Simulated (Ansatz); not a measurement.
**AlRu: relaxation of cell and atoms with PBE**

The system is AlRu.

```xyz
2
Lattice="2.9916 0.0000 0.0000 0.0000 2.9916 0.0000 0.0000 0.0000 2.9916" Properties=species:S:1:pos:R:3 pbc="T T T"
Ru    1.4958    1.4958    1.4958
Al    0.0000    0.0000    0.0000
```

* Program: Ansatz 0.2.0
* Task: relaxation of cell and atoms
* Functional: PBE
* Potentials or basis: Ansatz PAW
* Cutoff: 420 eV (not typed: the program's choice for these potentials)
* k mesh: 9 × 9 × 9
* Occupations: fermi-dirac, width 0.05 eV
* Spin: no spin polarisation
* Target pressure: 10 GPa
* Target pressure (GPa): 10

```json
{
 "Relaxed volume": "12.96 Å³/atom",
 "Relaxed cell": "a = 2.960 Å, b = 2.960 Å, c = 2.960 Å, α = 90.00°, β = 90.00°, γ = 90.00°",
 "Space group after relaxing (to 0.05 Å)": "Pm-3m (No. 221)",
 "Energy change on relaxing (the enthalpy is what falls)": "+16.4 meV/atom",
 "Ionic steps": "5",
 "Pressure after relaxing": "10.0 GPa",
 "Band gap on the k mesh": "none (metal or under the smearing width)"
}
```

The path:
```
step  energy change (eV)  largest force (eV/Å)  volume (Å³)
   1              0.0000                0.0000        26.77
   2              0.0547                0.0000        25.61
   3              0.0314                0.0000        25.94
   4              0.0324                0.0000        25.92
   5              0.0327                0.0000        25.92
```

Final structure:
```yaml
crystal:
  lattice:
    - [2.95955, 0.00000, 0.00000]
    - [0.00000, 2.95955, 0.00000]
    - [0.00000, 0.00000, 2.95955]
  atoms:
    - { symbol: Ru, position: [0.50000, 0.50000, 0.50000] }
    - { symbol: Al, position: [0.00000, 0.00000, 0.00000] }
```

Levels at points of the mesh, in eV from the Fermi level:
| k point | band 7 | band 8 | band 9 | band 10 | band 11 | band 12 | band 13 | band 14 |
| --- | --- | --- | --- | --- | --- | --- | --- | --- |
| (0.00, 0.00, 0.00) | -3.67 | 0.25 | 0.25 | 0.25 | 6.33 | 6.33 | 6.33 | 11.20 |

Run time: 2.4 s on 2 threads of Arm Neoverse V2, with other jobs on the host, peak memory 0.28 GiB.

Caveat: the plane-wave basis is chosen anew once the cell has moved, so the energies of steps on either side of that aren't comparable.
